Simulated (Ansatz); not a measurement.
# AlN (P6_3mc) under several functionals

**What was measured.**

A printed reference work, monograph reports, for a bulk crystal of AlN: lattice constant a 3.11197 ± 0.00002 Å.

“Self-assembly of well-separated AlN nanowires directly on sputtered metallic TiN films”, 2019, arxiv:1910.07391 quotes, for a bulk crystal of AlN: lattice constant c 4.9808 Å.

Plane-wave DFT in Ansatz with scalar-relativistic PAW potentials. The same structure was relaxed (cell and atoms, symmetry kept) in separate runs at each level. No spin polarisation.

```csv
level,cutoff (eV),k mesh,V (Å³/atom),a (Å),c (Å),gap (eV)
LDA,420,12×12×6,10.211,3.089,4.943,4.42
r2SCAN,500,12×12×6,10.403,3.107,4.979,4.88
PBEsol,420,12×12×6,10.461,3.114,4.984,4.09
```

Question: Where does PBE (420 eV, k mesh 12×12×6) fall?

Answer: V (Å³/atom) 10.645, a (Å) 3.130, c (Å) 5.018, gap (eV) 4.03. Its volume is the largest of the set. The usual order of volumes, LDA < PBEsol < PBE, holds here (10.211, 10.461, 10.645 Å³/atom). As a rule LDA overbinds; PBEsol, built on the gradient expansion of slowly varying densities, lies between LDA and PBE; PBE's stronger gradient term for exchange weakens bonds. r2SCAN lies 2.3 % under PBE in volume. Each gap belongs to its own cell, so it mixes the functional's effect with that of the volume; gaps are the least found on the k mesh or on a band path.

For PBE: A measured lattice constant a of AlN is 3.11197 Å (a printed reference work, monograph); the calculated 3.130 Å misses it by +0.6 %. A measured lattice constant c of AlN is 4.9808 Å (quoted in “Self-assembly of well-separated AlN nanowires directly on sputtered metallic TiN films”, 2019, arxiv:1910.07391); the calculated 5.018 Å misses it by +0.7 %. The calculations are for 0 K without zero-point motion.

Cost: 4 runs of about 3.1 core-minutes in all, on Intel Xeon Processor @ 2.70GHz, AMD EPYC (Zen 3) (shared hosts).